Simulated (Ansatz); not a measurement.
## A series in volume per atom on Ca

Results calculated with Ansatz 0.2.0 development build, not measured. Equation of state of a cubic crystal from periodic Kohn-Sham density functional theory without spin; pressure corrected for the finite basis.

Cell of the first row (space group Im-3m, No. 229):
```
Ca
1.0
     -2.1477     2.1477     2.1477
      2.1477    -2.1477     2.1477
      2.1477     2.1477    -2.1477
Ca
1
Direct
  0.00000 0.00000 0.00000
```

Settings of every row: formula Ca; structure type bcc; functional PBE; spin treatment none; k mesh 18x18x18; occupation method fermi-dirac; occupation width 0.061225619 eV; wave cutoff 700 eV; datasets soft-1 PAW; density cutoff ratio 4.

Limits: a cubic model structure, not a phase known at ambient conditions; the SCF threshold is loose for a stress in some rows.

| row | volume per atom (Å³) | energy above lowest point (meV/atom) | pressure (GPa) |
| --- | --- | --- | --- |
| 1 | 39.627 | 8.38 | 1.109 |
| 2 | 40.47 | 3.61 | 0.709 |
| 3 | 41.313 | 0.86 | 0.338 |
| 4 | 42.156 | 0 | -0.005 |
| 5 | 42.999 | ? | ? |
| 6 | 43.842 | 3.38 | -0.621 |
| 7 | 44.685 | 7.37 | -0.895 |

Question: what energy above lowest point and pressure should row 5 give?

Worked fit of energy above lowest point. Take u = (V_r/V)^(2/3) − 1 with V_r = 41.734 Å³ an atom, which is twice the finite (Eulerian) strain; such expansions in the strain, on which the Birch-Murnaghan equation of state is built, carry the rest volume and the bulk modulus. The shown rows have u = 0.03514, 0.02072, 0.00678, -0.00668, -0.03232, -0.04453. Least squares give energy above lowest point = 0.206 + 63.65 × u + 4912.3 × u² − 2932 × u³ meV/atom; a parabola predicts inner rows, each left out in turn, worse (root mean square 0.055 against 0.0039 meV/atom). All shown rows lie on it to the printed digit. Its lowest point lies at u = -0.0064, or V = 42.14 Å³ an atom, and the curvature there gives the bulk modulus at fixed shape and fractions, B = (4/9)(1 + u)² E″(u)/V = 16.6 GPa. The withheld row has u = -0.01971, so the fit gives 0.206 + 63.65 × (-0.01971) + 4912.3 × (-0.01971)² − 2932 × (-0.01971)³ = 0.88 meV/atom.

The calculation gave 0.88 meV/atom. The fit meets it to the printed digit.

Worked fit of pressure. Take u = (V_r/V)^(2/3) − 1 with V_r = 41.734 Å³ an atom, which is twice the finite (Eulerian) strain; such expansions in the strain, on which the Birch-Murnaghan equation of state is built, carry the rest volume and the bulk modulus. The shown rows have u = 0.03514, 0.02072, 0.00678, -0.00668, -0.03232, -0.04453. Least squares give pressure = 0.1633 + 25.526 × u + 39.41 × u² GPa; a straight line predicts inner rows, each left out in turn, worse (root mean square 0.024 against 0.00056 GPa). All shown rows lie on it to the printed digit. The pressure vanishes at u = -0.0065, or V = 42.14 Å³ an atom, and there the bulk modulus at fixed shape and fractions is B = −V dP/dV = (2/3)(1 + u) dP/du = 16.6 GPa. The withheld row has u = -0.01971, so the fit gives 0.1633 + 25.526 × (-0.01971) + 39.41 × (-0.01971)² = -0.325 GPa.

The calculation gave -0.325 GPa. The fit meets it to the printed digit.
